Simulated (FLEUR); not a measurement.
Crystal: BN.

```xyz
2
Lattice="0.0000 1.8130 1.8130 1.8130 0.0000 1.8130 1.8130 1.8130 0.0000" Properties=species:S:1:pos:R:3 pbc="T T T"
N     0.9065    0.9065    0.9065
B     0.0000    0.0000    0.0000
```

The cell is a database's computed one.

Base run:

```yaml
Program: FLEUR MaX-R8.1 (later development tree)
Functional: PBEsol
Potentials_or_basis: all-electron
Basis: FLAPW
Kmax: 5.26 1/bohr
k_mesh: 13 × 13 × 13
Occupations: fermi-dirac, width 0.05 eV
Spin: no spin polarisation
```

Its results: band gap on the k mesh 4.35 eV, indirect (least direct gap 8.72 eV).

Task: After a change of settings the same cell gave: band gap on the k mesh 5.04 eV, indirect (least direct gap 9.44 eV). Which change was it?
A. functional from PBEsol to SCAN
B. functional from PBEsol to PBE; muffin-tin radii from N 1.37, B 1.37 bohr to N 1.33, B 1.33 bohr
C. functional from PBEsol to RPBE
D. functional from PBEsol to LDA

Result: A.

SCAN gives the wider gap, since meta-GGAs in the generalised Kohn-Sham scheme recover part of the derivative discontinuity.

Caveats: the meta-GGA is that of a development version, with a GGA for the radial functions and cores and without core tails (some runs).

Not every run made on this cell is shown here.
